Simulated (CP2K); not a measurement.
Runs of CP2K 2026.2 on Na2S. The structure is cubic, space group Fm-3m (No. 225). The conventional cell has a = 6.547 Å, b = 6.547 Å, c = 6.547 Å, α = 90.00°, β = 90.00°, γ = 90.00°. S (site symmetry m-3m) has 8 Na at 2.83 Å as nearest neighbours. Around Na (site symmetry -43m) lie 4 S at 2.83 Å. 

| task | level | potentials or basis | smearing | NGRIDS | points a segment of the path (NPOINTS) | bands added on the path | CUTOFF of the grids | gap on the mesh (eV) | pressure (GPa) |
| --- | --- | --- | --- | --- | --- | --- | --- | --- | --- |
| band structure | LDA | GTH_POTENTIALS S GTH-PADE-q6, Na GTH-PADE-q9; TZVP-MOLOPT-PBE-GTH basis | fermi-dirac 0.05 eV | 5 | 6 | 6 | 1350 Ry | 2.16 | (a) |
| band structure | TB-mBJ | POTENTIAL_UZH S GTH-PBE-q6, Na GTH-PBE-q9; TZVP-MOLOPT-PBE-GTH basis | fermi-dirac 0.01 eV | 4 | 10 | 6 | 1400 Ry | 3.13 | - |
| band structure | r2SCAN | POTENTIAL_UZH S GTH-SCAN-q6, Na GTH-SCAN-q9; TZVP-MOLOPT-SCAN-GTH basis | fermi-dirac 0.05 eV | 4 | 6 | 6 | 1400 Ry | 3.00 | -0.2 |
| band structure | PBEsol | POTENTIAL_UZH S GTH-PBE-q6, Na GTH-PBE-q9; TZVP-MOLOPT-PBE-GTH basis | fermi-dirac 0.05 eV | 5 | 8 | 4 | 1350 Ry | (b) | 0.0 |

Alike in all rows: no spin polarisation; cell as given; k mesh 7 × 7 × 7.

**Question.** Estimate the missing entries.

**Answer.** (a) -1.8; (b) 2.30.

Caveats: the basis of atomic orbitals isn't converged, which shifts pressures, moduli and gaps; the potentials were made for another functional, which shifts forces and pressure (some runs); this is a model potential without an energy functional, so only levels have meaning (some runs).

